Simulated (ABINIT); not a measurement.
# TiO2 (P4_2/mnm) in ABINIT: band structure with r2SCAN

Aim: the band structure of TiO2 with r2SCAN.

All numbers are computed with ABINIT 10.8.3 (patched build); they aren't measurements. Logs are shortened: lines on timing, memory, paths and dates and some standing lists are left out, and cuts for length are marked. The log counts tension as positive stress, the text compression.

**Measured values to compare with.**

From “Shallow Valence Band of Rutile GeO2 and P-type Doping”, 2020, arxiv:2011.08928, for a bulk crystal of TiO2 at 1.6 K: band gap 3.03 eV (direct).

The runs below are set against these values where they give the same quantity.

## Step 1: Starting point

It takes space group P4_2/mnm (No. 136, tetragonal). Conventional cell: a = 4.600 Å, b = 4.600 Å, c = 2.959 Å, α = 90.00°, β = 90.00°, γ = 90.00°. Ti (site symmetry mmm) is surrounded by 6 O at 1.95 to 1.98 Å. O (site symmetry m2m) is surrounded by 3 Ti at 1.95 to 1.98 Å.

The cell is a database's computed one.

## Step 2: Band structure, r2SCAN

Input file run.abi:

```
# Datasets: ground state, then fixed potential
ndtset 2

# Pseudopotentials
pp_dirpath "./"
pseudos "Ti.GGA_PBE-JTH.xml, O.GGA_PBE-JTH.xml"

# Structure
acell 4.5998373239 4.5998373239 2.95921356 Angstrom
rprim
     1.0000000000     0.0000000000     0.0000000000
     0.0000000000     1.0000000000     0.0000000000
     0.0000000000     0.0000000000     1.0000000000
ntypat 2
znucl 22 8
natom 6
typat 1 1 2 2 2 2
xcart
     0.0000000000     0.0000000000     1.4796067800
     2.2999186620     2.2999186620     0.0000000000
     1.3998285662     1.3998285662     1.4796067800
     0.9000900958     3.6997472281     0.0000000000
     3.6997472281     0.9000900958     0.0000000000
     3.2000087577     3.2000087577     1.4796067800 Angstrom

# Plane-wave basis
ecut 28.0
pawecutdg 50.0

# Exchange and correlation
ixc -497498
usekden 1
pawxcdev 0

# Bands and occupations
occopt 3
tsmear 0.00183747

# SCF cycle
nstep 100

# Output
iomode 3
prtwf 0
prteig 0
prtebands 0
enunit 1
prtden1 1
prtkden1 1

# Dataset 1
kptopt1 1
ngkpt1 5 5 8
nshiftk1 1
shiftk1 0.0 0.0 0.0
nband1 29
tolvrs1 1.0e-7

# Dataset 2: bands along G-X-M-G-Z-R-A-Z
iscf2 -2
getden2 1
getkden2 1
nband2 35
nbdbuf2 4
tolwfr2 1.0e-11
kptopt2 -7
ndivsm2 8
prteig2 1
kptbounds2
     0.0000000000     0.0000000000     0.0000000000
     0.0000000000     0.5000000000     0.0000000000
     0.5000000000     0.5000000000     0.0000000000
     0.0000000000     0.0000000000     0.0000000000
     0.0000000000     0.0000000000     0.5000000000
     0.0000000000     0.5000000000     0.5000000000
     0.5000000000     0.5000000000     0.5000000000
     0.0000000000     0.0000000000     0.5000000000
```

Potentials or basis: JTH PAW PBE v2.0.

Run with:

```bash
abinit run.abi > log 2>&1
```

run.abo:

```text
.Version 10.8.3 of ABINIT
 DATASET    1 : space group P4_2/m n m (#136); Bravais tP (primitive tetrag.)
================================================================================
 Values of the parameters that define the memory need for DATASET  1.
     intxc =       0    ionmov =       0      iscf =      17    lmnmax =      18
     lnmax =       6     mgfft =      45  mpssoang =       3    mqgrid =    3001
     natom =       6  nloc_mem =       2    nspden =       1   nspinor =       1
    nsppol =       1      nsym =      16    n1xccc =       1    ntypat =       2
    occopt =       3   xclevel =       2
       mpw =        3009          nfft =       60750          nkpt =          30
 PAW method is used; the additional fine FFT grid is defined by:
   mgfftf=        60    nfftf =    129600
================================================================================
================================================================================

 DATASET    2 : space group P4_2/m n m (#136); Bravais tP (primitive tetrag.)
================================================================================
 Values of the parameters that define the memory need for DATASET  2.
     intxc =       0    ionmov =       0      iscf =      -2    lmnmax =      18
     lnmax =       6     mgfft =      45  mpssoang =       3    mqgrid =    3001
     natom =       6  nloc_mem =       2    nspden =       1   nspinor =       1
    nsppol =       1      nsym =      16    n1xccc =       1    ntypat =       2
    occopt =       3   xclevel =       2
       mpw =        3017          nfft =       60750          nkpt =          67
 PAW method is used; the additional fine FFT grid is defined by:
   mgfftf=        60    nfftf =    129600
================================================================================
================================================================================

--------------------------------------------------------------------------------
------------- Echo of variables that govern the present computation ------------
--------------------------------------------------------------------------------
 -outvars: echo values of preprocessed input variables --------
            acell      8.6924327659E+00  8.6924327659E+00  5.5921031765E+00 Bohr
              amu      4.78800000E+01  1.59994000E+01
             ecut      2.80000000E+01 Hartree
           enunit           1
           getden1          0
           getden2          1
          getkden1          0
          getkden2          1
             iscf1         17
             iscf2         -2
                       outvar_i_n : Printing only first  50 k-points.
              ixc     -497498
           jdtset        1    2
                       outvar_i_n : Printing only first  50 k-points.
           kptopt1          1
           kptopt2         -7
         kptrlatt        5    0    0      0    5    0      0    0    8
          kptrlen1     4.34621638E+01
          kptrlen2     3.00000000E+01
            natom           6
            nband1         29
            nband2         35
           nbdbuf1          0
           nbdbuf2          4
           ndtset           2
           ndivsm1          0
           ndivsm2          8
            ngfft          45      45      30
          ngfftdg          60      60      36
             nkpt1         30
             nkpt2         67
            nstep         100
             nsym          16
           ntypat           2
           occopt           3
        pawecutdg      5.00000000E+01 Hartree
         pawxcdev           0
        prtebands           0
           prteig1          0
           prteig2          1
          prtkden           1
            prtwf           0
           shiftk1     0.00000000E+00  0.00000000E+00  0.00000000E+00
           shiftk2     5.00000000E-01  5.00000000E-01  5.00000000E-01
          spgroup         136
           tolvrs1     1.00000000E-07
           tolvrs2     0.00000000E+00
[... 1111 lines left out ...]
  5.7986E-02  5.7986E-02  7.4771E-02  7.4771E-02  1.0900E-01  1.0900E-01
  2.8406E-01  2.8406E-01  2.9313E-01  2.9313E-01  3.0987E-01  3.0987E-01
  3.7790E-01  3.7790E-01  3.9568E-01  3.9568E-01  6.5105E-01

Result for kinetic energy density :

--------------------------------------------------------------------------------
 Total kinetic energy density [Ha/Bohr^3]
)     Maximum=    2.7703E+00  at reduced coord.    0.7000    0.7000    0.5000
)     Minimum=    3.4889E-03  at reduced coord.    0.5000    0.0000    0.2500
   Integrated=    4.5877E+01
--------------------------------------------------------------------------------

--- !ResultsGS
iteration_state: {dtset: 2, }
comment   : Summary of ground state results
lattice_vectors:
- [  8.6924328,   0.0000000,   0.0000000, ]
- [  0.0000000,   8.6924328,   0.0000000, ]
- [  0.0000000,   0.0000000,   5.5921032, ]
lattice_lengths: [   8.69243,    8.69243,    5.59210, ]
lattice_angles: [ 90.000,  90.000,  90.000, ] # degrees, (23, 13, 12)
lattice_volume:   4.2253030E+02
convergence: {deltae:  0.000E+00, res2:  0.000E+00, residm:  9.995E-12, diffor:  0.000E+00, }
etotal    :  -1.74277438E+02
entropy   :   0.00000000E+00
fermie    :   2.02448451E-01
cartesian_stress_tensor: null
pressure_GPa: null
xred      :
- [  5.4350E-12,   5.4350E-12,   5.0000E-01, Ti]
- [  5.0000E-01,   5.0000E-01,   0.0000E+00, Ti]
- [  3.0432E-01,   3.0432E-01,   5.0000E-01,  O]
- [  1.9568E-01,   8.0432E-01,   0.0000E+00,  O]
- [  8.0432E-01,   1.9568E-01,   0.0000E+00,  O]
- [  6.9568E-01,   6.9568E-01,   5.0000E-01,  O]
cartesian_forces: null
force_length_stats: {min: null, max: null, mean: null, }
...

 Integrated electronic density in atomic spheres:
 ------------------------------------------------
 Atom  Sphere_radius  Integrated_density
    1        2.30803         10.27251196
    2        2.30803         10.27251196
    3        1.41465          4.60798516
    4        1.41465          4.60798516
    5        1.41465          4.60798516
    6        1.41465          4.60798516

================================================================================

 ----iterations are completed or convergence reached----

 Mean square residual over all n,k,spin=   44.131E-13; max=  99.949E-13
 reduced coordinates (array xred) for    6 atoms
       0.000000000005      0.000000000005      0.500000000000
       0.500000000005      0.500000000005      0.000000000000
       0.304321320001      0.304321320001      0.500000000000
       0.195678680010      0.804321320001      0.000000000000
       0.804321320001      0.195678680010      0.000000000000
       0.695678680010      0.695678680010      0.500000000000

 cartesian coordinates (angstrom) at end:
    1      0.00000000002500     0.00000000002500     1.47960678000000
    2      2.29991866197500     2.29991866197500     0.00000000000000
    3      1.39982856620000     1.39982856620000     1.47960678000000
    4      0.90009009580000     3.69974722815000     0.00000000000000
    5      3.69974722815000     0.90009009580000     0.00000000000000
    6      3.20000875775000     3.20000875775000     1.47960678000000
 length scales=  8.692432765900  8.692432765900  5.592103176473 bohr
              =  4.599837323900  4.599837323900  2.959213560000 angstroms
 Eigenvalues (   eV  ) for nkpt=  67  k points:
 kpt#   1, nband= 35, wtk=  1.00000, kpt=  0.0000  0.0000  0.0000 (reduced coord)
 -54.75521  -54.73776  -30.00735  -30.00735  -29.83198  -29.83198  -29.78216  -29.74830
 -14.79990  -13.65913  -12.90316  -12.90316   -1.42087   -1.04951   -0.56089    0.49045
   0.49045    1.81164    1.81164    2.37560    3.68630    3.95400    3.95400    4.43407
   6.63048    6.94691    7.16991    7.27238    7.27238    9.11637    9.35015   11.37917
  11.37917   12.47554   13.00433
 kpt#   2, nband= 35, wtk=  1.00000, kpt=  0.0000  0.0625  0.0000 (reduced coord)
 -54.75502  -54.73792  -30.00597  -30.00587  -29.83359  -29.83348  -29.78182  -29.74857
 -14.78587  -13.65855  -12.91795  -12.90878   -1.39349   -1.03191   -0.53584    0.49211
   0.49343    1.78544    1.80683    2.37793    3.66006    3.87825    3.91547    4.42120
   6.65399    6.98114    7.20010    7.28877    7.29608    9.14504    9.33030   11.36451
  11.36789   12.44871   13.05680
 kpt#   3, nband= 35, wtk=  1.00000, kpt=  0.0000  0.1250  0.0000 (reduced coord)
 -54.75452  -54.73841  -30.00200  -30.00151  -29.83840  -29.83790  -29.78085  -29.74952
 -14.74425  -13.65821  -12.95992  -12.92532   -1.31476   -0.98066   -0.45969    0.49671
   0.50156    1.71075    1.78871    2.38547    3.58496    3.66726    3.81529    4.37755
   6.71950    7.06928    7.28527    7.33620    7.36249    9.22402    9.28068   11.32223
[... 371 lines left out ...]
   7.47385    7.69900    7.97889    7.98223    8.33946    8.60436    9.92652   10.36841
  10.76635   11.19878   17.62653
 kpt#  66, nband= 35, wtk=  1.00000, kpt=  0.0455  0.0455  0.5000 (reduced coord)
 -54.70701  -54.70701  -30.21994  -30.21903  -29.85791  -29.85678  -29.83537  -29.83525
 -13.50401  -13.43950  -13.34007  -13.27428   -0.20261   -0.15940    0.46896    0.63276
   0.70526    1.00927    1.57728    1.59495    2.05589    2.10669    2.93134    2.96751
   7.65130    7.72189    7.97709    7.97809    8.40692    8.48915   10.14540   10.30630
  10.76698   10.92459   17.68969
 kpt#  67, nband= 35, wtk=  1.00000, kpt=  0.0000  0.0000  0.5000 (reduced coord)
 -54.70703  -54.70703  -30.21900  -30.21900  -29.85789  -29.85789  -29.83536  -29.83536
 -13.43766  -13.43766  -13.34232  -13.34232   -0.17223   -0.17223    0.68376    0.68376
   0.73556    0.73556    1.57787    1.57787    2.03463    2.03463    2.96608    2.96608
   7.72973    7.72973    7.97648    7.97648    8.43196    8.43196   10.28310   10.28310
  10.76712   10.76712   17.71595

== END DATASET(S) ==============================================================
================================================================================

 -outvars: echo values of variables after computation  --------
            acell      8.6924327659E+00  8.6924327659E+00  5.5921031765E+00 Bohr
           etotal1    -1.7427743811E+02
            fcart1    -0.0000000000E+00 -0.0000000000E+00 -0.0000000000E+00
                      -0.0000000000E+00 -0.0000000000E+00 -0.0000000000E+00
                       5.0884464642E-04  5.0884464642E-04 -9.0282844112E-30
                      -5.0884464642E-04  5.0884464642E-04  1.8056568822E-29
                       5.0884464642E-04 -5.0884464642E-04 -1.8056568822E-29
                      -5.0884464642E-04 -5.0884464642E-04  9.0282844112E-30
           strten1    -5.7840364688E-06 -5.7840364688E-06  5.4909423268E-06
                       0.0000000000E+00  0.0000000000E+00  0.0000000000E+00
           xangst      2.5000050514E-11  2.5000050514E-11  1.4796067800E+00
                       2.2999186620E+00  2.2999186620E+00  0.0000000000E+00
                       1.3998285662E+00  1.3998285662E+00  1.4796067800E+00
                       9.0009009580E-01  3.6997472282E+00  0.0000000000E+00
                       3.6997472282E+00  9.0009009580E-01  0.0000000000E+00
                       3.2000087578E+00  3.2000087578E+00  1.4796067800E+00
             xred      5.4349857947E-12  5.4349857947E-12  5.0000000000E-01
                       5.0000000001E-01  5.0000000001E-01  0.0000000000E+00
                       3.0432132000E-01  3.0432132000E-01  5.0000000000E-01
                       1.9567868001E-01  8.0432132000E-01  0.0000000000E+00
                       8.0432132000E-01  1.9567868001E-01  0.0000000000E+00
                       6.9567868001E-01  6.9567868001E-01  5.0000000000E-01
 Calculation completed.
```

Run time: 15 min. Hardware: 1 thread of Arm Neoverse V2, shared host; peak memory 0.3 GiB.

What came out:

| Item | Value |
| --- | --- |
| Free energy | -4742.3307 eV |
| Pressure | 0.1 GPa |
| Largest force | 0.037 eV/Å |
| Band gap on the k mesh | 2.20 eV, direct |
| Band gap along the path | 2.20 eV, direct |

Forces on the atoms (eV/Å):
```
Ti   0.000  0.000  0.000
Ti   0.000  0.000  0.000
O    0.026  0.026  0.000
O   -0.026  0.026  0.000
O    0.026 -0.026  0.000
O   -0.026 -0.026  0.000
```

Stress tensor (GPa, compression positive):
```
 0.17  0.00  0.00
 0.00  0.17  0.00
 0.00  0.00 -0.16
```

Levels at the corners of the path, in eV from the valence-band top:
| point | band 22 | band 23 | band 24 | band 25 | band 26 | band 27 |
| --- | --- | --- | --- | --- | --- | --- |
| Γ | -0.48 | -0.48 | 0.00 | 2.20 | 2.51 | 2.74 |
| X | -1.69 | -0.77 | -0.77 | 2.88 | 2.88 | 3.37 |
| M | -1.37 | -1.11 | -1.11 | 2.23 | 2.23 | 2.86 |
| Γ | -0.48 | -0.48 | 0.00 | 2.20 | 2.51 | 2.74 |
| Z | -2.40 | -1.47 | -1.47 | 3.30 | 3.30 | 3.54 |
| R | -2.07 | -1.08 | -1.08 | 2.26 | 2.26 | 3.57 |
| A | -1.32 | -0.70 | -0.70 | 2.93 | 2.93 | 3.55 |
| Z | -2.40 | -1.47 | -1.47 | 3.30 | 3.30 | 3.54 |

Caveat: totals of a meta-GGA on PAW files have another zero than those of a GGA; the PAW data sets were made with another functional, which shifts forces and pressure a little; the atomic spheres overlap.

## Step 3: Comparison with measurements

Step 2. A measured gap of TiO2 is 3.03 eV (direct; 1.6 K; quoted in “Shallow Valence Band of Rutile GeO2 and P-type Doping”, 2020, arxiv:2011.08928); the calculated 2.20 eV misses it by -0.83 eV. 2 values of this kind are on record in papers (3.03 to 3.05 eV); this one was drawn at random among those near their median. The value is that of r2SCAN, without temperature or zero-point motion. The cell is a database's relaxed one, not the measured one, which moves gaps too.
